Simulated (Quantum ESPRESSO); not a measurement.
## BaH2: band structure with LDA

The system is BaH2.

```
Ba H
1.0
     4.46203    0.00000    0.00000
    -2.23101    3.86423    0.00000
     0.00000    0.00000    6.05529
Ba H
2 4
Direct
  0.33333 0.66667 0.25000
  0.66667 0.33333 0.75000
  0.00000 0.00000 0.00000
  0.00000 0.00000 0.50000
  0.66667 0.33333 0.25000
  0.33333 0.66667 0.75000
```

The cell comes from a database or a generator and needn't be the stable form of this composition.

```json
{"Program": "Quantum ESPRESSO 7.5", "Task": "band structure", "Functional": "LDA", "Potentials or basis": "GBRV 1.5 LDA", "Cutoff": "612 eV", "Density cutoff": "4898 eV", "k mesh": "7 × 7 × 5", "Occupations": "fermi-dirac, width 0.05 eV", "Spin": "no spin polarisation", "Form of the LDA correlation": "PZ81", "Mixing beta": "0.5", "Most SCF iterations": "120", "SCF threshold": "1.2e-09 Ry"}
```

```yaml
Pressure: -3.3 GPa
Band_gap_on_the_k_mesh: 1.65 eV, indirect (least direct gap 2.53 eV)
Band_gap_along_the_path: 1.42 eV, indirect (least direct gap 2.52 eV)
```

Levels at the corners of the path, in eV from the valence-band top:
| point | band 9 | band 10 | band 11 | band 12 | band 13 | band 14 | band 15 | band 16 |
| --- | --- | --- | --- | --- | --- | --- | --- | --- |
| Γ | -4.34 | -2.94 | -0.46 | 0.00 | 2.69 | 2.69 | 3.65 | 3.65 |
| M | -2.54 | -2.23 | -1.62 | -1.56 | 2.48 | 3.70 | 3.74 | 4.89 |
| K | -1.96 | -1.96 | -1.92 | -1.75 | 3.09 | 3.09 | 4.16 | 4.68 |
| Γ | -4.34 | -2.94 | -0.46 | 0.00 | 2.69 | 2.69 | 3.65 | 3.65 |
| A | -3.26 | -3.26 | -0.45 | -0.45 | 2.55 | 2.55 | 2.55 | 2.55 |
| L | -2.28 | -2.28 | -1.32 | -1.32 | 2.23 | 2.23 | 3.77 | 3.77 |
| H | -1.74 | -1.74 | -1.50 | -1.50 | 1.42 | 1.42 | 4.24 | 4.24 |
| A | -3.26 | -3.26 | -0.45 | -0.45 | 2.55 | 2.55 | 2.55 | 2.55 |
| L | -2.28 | -2.28 | -1.32 | -1.32 | 2.23 | 2.23 | 3.77 | 3.77 |
| M | -2.54 | -2.23 | -1.62 | -1.56 | 2.48 | 3.70 | 3.74 | 4.89 |
| K | -1.96 | -1.96 | -1.92 | -1.75 | 3.09 | 3.09 | 4.16 | 4.68 |
| H | -1.74 | -1.74 | -1.50 | -1.50 | 1.42 | 1.42 | 4.24 | 4.24 |

Run time: 78 s on 2 MPI ranks on Intel(R) Xeon(R) Processor @ 2.70GHz, with other jobs on the host, peak memory 0.68 GiB a rank.

Caveat: spin-orbit coupling is left out, which moves the levels of the heavy elements; the mesh misses the band edges, which the band path finds closer together.
